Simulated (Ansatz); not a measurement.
# KCl: what symmetry allows forces and stress to be

```xyz
2
Lattice="0.0000 3.2236 3.2236 3.2710 0.0000 3.2236 3.2710 3.2236 0.0000" Properties=species:S:1:pos:R:3 pbc="T T T"
K     0.2591    0.0000    0.0000
Cl    3.0119    3.2236    3.2236
```

Method: Ansatz, DFT PBE, scalar-relativistic, plane waves, PAW.

Settings: cutoff 420 eV, Γ-centred mesh 6×6×6 on the computed 2-atom cell, Gaussian smearing of 0.02 eV; no spin polarisation.

This distorted cell has space group I4mm, with 8 operations.

Q: Without a calculation: in which directions can each atom feel a force?

A: A force must be left unchanged by every operation that keeps its atom in place, so it lies in the space that those operations leave fixed. Atoms that the group maps onto each other feel forces of one size.
| atom | site symmetry | operations at the site | equivalent to atom | allowed force (Cartesian) |
| --- | --- | --- | --- | --- |
| K1 | 4mm | 8 | 1 | along (1.00, 0.00, 0.00) |
| Cl2 | 4mm | 8 | 2 | along (1.00, 0.00, 0.00) |

That leaves 2 independent force components of 6, tied by 1 condition that the forces sum to zero, so 1 remains. A relaxation in this cell that keeps the symmetry moves the atoms in these directions alone.

Q: And the stress tensor?

A: It must be invariant under the point group, which leaves 2 independent components: yz, xz, xy vanish; yy = zz.

Q: Do the computed values obey this?

A: Yes. Forces (eV/Å):
```
K1  -0.825  0.000  0.000
Cl2  0.825  0.000  0.000
```

Stress (GPa, compression positive, xx yy zz yz xz xy): 3.99 -0.74 -0.74 0.00 0.00 0.00. The program imposes the same operations on density, forces and stress, so this confirms the analysis and is no independent test of the calculation.